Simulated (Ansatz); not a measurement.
A run of Ansatz 0.2.0:

The input input.yaml:

```yaml
crystal:
  lattice:
    - [0.0, 2.454822, 2.454822]
    - [2.454822, 0.0, 2.454822]
    - [2.454822, 2.454822, 0.0]
  atoms:
    - { symbol: Hf, position: [0.0, 0.0, 0.0] }
    - { symbol: "N", position: [0.25, 0.25, 0.25] }
kpoints:
  mp_grid: { grid: [9, 9, 9] }
  band_path:
    path:
      - [0.0, 0.0, 0.0]
      - [0.5, 0.0, 0.5]
      - [0.5, 0.25, 0.75]
      - [0.375, 0.375, 0.75]
      - [0.0, 0.0, 0.0]
      - [0.5, 0.5, 0.5]
      - [0.625, 0.25, 0.625]
      - [0.5, 0.25, 0.75]
    npoints: 8
scf:
  occupations: { method: fermi_dirac, width: 0.05 }
hamiltonian:
  xc: pbesol
  pseudopotentials: { kind: all_electron, lapw: { basis_error: 0.001 } }
output:
  forces: true
  stress: true
  eigenvalues: true
```

Potentials or basis: all-electron LAPW, scalar-relativistic.

The run is started by

```sh
$ ansatz run input.yaml --threads 1 --pin off --max-ram 3072MiB --backend cpu --events-out ev --progress --plain --runs-dir out
```

Hardware: 1 thread of Arm Neoverse V1 (shared host).

How long does it take, and how much memory?

It took 35 s on 1 thread of Arm Neoverse V1 (shared host), peak memory 0.31 GiB. Counts: scf iterations 9, plane waves 531, k points 35, bands 31.
